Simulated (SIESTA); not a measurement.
**Ag under changes of volume**

One of the cells (17.389 Å³/atom); the others are scaled copies at fixed shape and fractional positions:

```
Ag
1.0
     0.00000    2.05628    2.05628
     2.05628    0.00000    2.05628
     2.05628    2.05628    0.00000
Ag
1
Direct
  0.00000 0.00000 0.00000
```

- Program: SIESTA 5.4.2
- Functional: PBE
- Potentials or basis: PseudoDojo 0.4 standard (PBE files)
- Basis: DZP (energy shift 0.003 Ry; two zetas on semicore shells)
- Grid cutoff: 800 Ry
- Energy shift: 0.003 Ry
- k mesh: 11 × 11 × 11
- Occupations: fermi-dirac, width 0.05 eV
- Spin: no spin polarisation

```csv
volume (Å³/atom),energy over the lowest point (meV/atom),pressure (GPa)
16.025,67.61,13.9
16.366,?,?
16.707,22.93,7.6
17.389,3.02,2.6
17.730,0.00,0.5
18.071,1.06,-1.3
```

**Question.** What does the run at 16.366 Å³/atom give?

**Answer.** Energy over the lowest point 41.86 meV/atom; pressure 10.5 GPa.

Worked out: A Birch-Murnaghan fit of order 3 (a polynomial in V^(-2/3)) to the other rows has its minimum at 17.81 Å³/atom with B0 = V·E''(V) = 91 GPa and B' = 7.5. It gives 41.71 meV/atom at 16.366 Å³/atom, against the run's 41.86, and -dE/dV = 10.4 GPa, against 10.5.

Energies are extrapolated to zero smearing.

Caveats: short orbitals over semicore shells can move pressures by several GPa; the basis of atomic orbitals isn't converged, which shifts pressures, moduli and gaps.
